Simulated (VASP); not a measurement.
The system is LiCl.

```
CELL_PARAMETERS angstrom
3.27112 0.00000 0.00000
0.00000 3.27112 0.00000
0.00000 0.00000 3.27112
ATOMIC_POSITIONS crystal
Li 0.00000 0.00000 0.00000
Cl 0.50000 0.50000 0.50000
```

The cell was built by a generator and needn't be a form met in nature.

Base run:

| Property | Result |
| --- | --- |
| Program | VASP 6.6.1 |
| Functional | PBEsol |
| Potentials or basis | VASP PAW PBE potentials, release 64 (Li_sv, Cl) |
| Cutoff | 520 eV |
| k mesh | 6 × 6 × 6 |
| Occupations | gaussian, width 0.01 eV |
| Spin | no spin polarisation |

Its results: band gap on the k mesh 4.28 eV, indirect (least direct gap 5.09 eV).

Question: The run is repeated on the same cell with these changes: functional from PBEsol to PBE-based screened hybrid; k mesh from 6 × 6 × 6 to 4 × 4 × 4. What comes out?

Answer: Band gap on the k mesh 7.36 eV, indirect (least direct gap 7.86 eV).

Several settings changed at once, so the effect can't be laid on one alone.

Caveats: some runs use coarse meshes.

A k mesh can miss the band edges.
